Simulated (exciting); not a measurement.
TiO2 (Anatase), space group I4_1/amd, O K edge of atom 3, with nearest neighbours 2 Ti at 1.93 Å, 1 Ti at 1.98 Å and 2 O at 2.47 Å (site symmetry 2mm); the tensor is averaged over the atoms equivalent by symmetry. Method: exciting, all-electron LAPW+lo, PBEsol, exchange and screened direct term (singlet BSE), 3×3×5 shifted k points, 35 conduction bands, |G+q| up to 3 bohr⁻¹, full RPA screening with nempty = 60, Lorentzian half width 0.45 eV.

```xyz
6
Lattice="-1.8921 1.8921 4.7573 1.8921 -1.8921 4.7573 1.8921 1.8921 -4.7573" Properties=species:S:1:pos:R:3 pbc="T T T"
Ti    0.0000    1.8921    2.3786
Ti    0.0000    0.0000    0.0000
O     0.0000    0.0000    7.5346
O     0.0000    1.8921    0.3987
O     0.0000    1.8921    4.3586
O     0.0000    0.0000    1.9800
```

Energy from the Kohn–Sham onset, core level to the lowest empty state found on the meshes used; scaled to the maximum of the polarisation mean:

| E (eV) | curve 1 | curve 2 |
| --- | --- | --- |
| -3.5 | 0.02 | 0.03 |
| -3.0 | 0.03 | 0.04 |
| -2.5 | 0.03 | 0.05 |
| -2.0 | 0.04 | 0.07 |
| -1.5 | 0.06 | 0.11 |
| -1.0 | 0.11 | 0.20 |
| -0.5 | 0.24 | 0.49 |
| 0.0 | 0.56 | 1.16 |
| 0.5 | 0.47 | 0.84 |
| 1.0 | 0.40 | 0.54 |
| 1.5 | 0.35 | 0.39 |
| 2.0 | 0.50 | 0.33 |
| 2.5 | 1.05 | 0.48 |
| 3.0 | 0.91 | 0.59 |
| 3.5 | 0.55 | 0.41 |
| 4.0 | 0.38 | 0.28 |
| 4.5 | 0.27 | 0.20 |
| 5.0 | 0.18 | 0.13 |
| 5.5 | 0.14 | 0.10 |
| 6.0 | 0.15 | 0.12 |
| 6.5 | 0.18 | 0.16 |
| 7.0 | 0.21 | 0.18 |
| 7.5 | 0.28 | 0.24 |
| 8.0 | 0.33 | 0.30 |
| 8.5 | 0.32 | 0.29 |
| 9.0 | 0.34 | 0.27 |
| 9.5 | 0.29 | 0.24 |
| 10.0 | 0.23 | 0.22 |
| 10.5 | 0.18 | 0.23 |
| 11.0 | 0.19 | 0.25 |
| 11.5 | 0.22 | 0.26 |
| 12.0 | 0.22 | 0.30 |
| 12.5 | 0.22 | 0.37 |
| 13.0 | 0.22 | 0.47 |
| 13.5 | 0.30 | 0.55 |
| 14.0 | 0.44 | 0.50 |
| 14.5 | 0.47 | 0.40 |
| 15.0 | 0.41 | 0.32 |
| 15.5 | 0.34 | 0.27 |
| 16.0 | 0.27 | 0.21 |
| 16.5 | 0.22 | 0.16 |
| 17.0 | 0.15 | 0.12 |
| 17.5 | 0.14 | 0.12 |
| 18.0 | 0.14 | 0.13 |
| 18.5 | 0.13 | 0.15 |
| 19.0 | 0.16 | 0.17 |
| 19.5 | 0.19 | 0.18 |
| 20.0 | 0.24 | 0.19 |
| 20.5 | 0.26 | 0.22 |
| 21.0 | 0.24 | 0.22 |
| 21.5 | 0.20 | 0.20 |
| 22.0 | 0.19 | 0.19 |
| 22.5 | 0.15 | 0.19 |
| 23.0 | 0.13 | 0.19 |
| 23.5 | 0.14 | 0.19 |
| 24.0 | 0.13 | 0.16 |
| 24.5 | 0.12 | 0.13 |
| 25.0 | 0.12 | 0.11 |

Question: The curves are the diagonal elements of Im ε for ε ∥ c and ⊥ c. Which is which?

Curve 1: ε ∥ c, maxima 0.1 eV (0.60), 2.6 eV (1.14) and 14.4 eV (0.49); 4 lower ones aren't listed. Curve 2: ε ⊥ c, maxima 0.1 eV (1.20), 2.8 eV (0.62) and 13.6 eV (0.56); 2 lower ones aren't listed. A K edge probes the empty p states along ε, which follow the bonds' lengths and directions.

[Banner, clock and machine lines of the logs are left out without a mark of their own.]

[Logs are printed without paths, hosts, clocks, repeated set-up lines and the standing remarks that a program may print on its own settings, such as how far it seeks lower states.]

[Hosts, paths, dates, database ids (printed as entryN), source tags and the programs' standing remarks are cut or masked in the printed files.]
